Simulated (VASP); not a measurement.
A run of VASP 6.6.1 is set up as follows.

The input run.py:

```python
from ase import Atoms
from ase.calculators.vasp import Vasp
from ase.dft.bandgap import bandgap

atoms = Atoms(
    ['Si', 'Si'],
    cell=[[0.0, 2.7218511865, 2.7218511865], [2.7218511865, 0.0, 2.7218511865], [2.7218511865, 2.7218511865, 0.0]],
    scaled_positions=[[0.505396, 0.506598, 0.489036], [0.744798, 0.751398, 0.751288]],
    pbc=True,
)
calc = Vasp(
    directory='calc',
    xc='revpbe',
    pp='PBE',
    setups='recommended',
    prec='Accurate',
    encut=520,
    ediff=1e-06,
    ismear=0,
    sigma=0.05,
    lreal=False,
    lasph=True,
    nelm=60,
    algo='Normal',
    isif=2,
    lwave=False,
    lcharg=True,
    ivdw=13,
    kpts=[8, 8, 8],
    gamma=True,
)
atoms.calc = calc

print('energy (eV):', atoms.get_potential_energy())
print('free energy (eV):', atoms.get_potential_energy(force_consistent=True))
efermi = calc.get_fermi_level()
print('Fermi level (eV):', efermi)
path = atoms.cell.bandpath(npoints=40, eps=1e-4)
print('path:', path.path)
calc.set(kpts=path.kpts, reciprocal=True, icharg=11, isym=0, lcharg=False)
calc.calculate(atoms)
print('gap on the path (eV):', bandgap(calc, efermi=efermi)[0])
print('direct gap on the path (eV):', bandgap(calc, efermi=efermi, direct=True)[0])
```

Potentials or basis: VASP PAW PBE potentials, release 64 (Si).

Launch:

```bash
$ python run.py
```

(1) What does it give for the dispersion energy per atom?

(2) What does it give for the band gap along the path?

## Answers

(1) -0.583 eV.

(2) 0.41 eV, indirect (least direct gap 2.21 eV).

Caveat: the log is that of the step along the path at fixed density, whose energy, stress, charges and moments have no meaning.
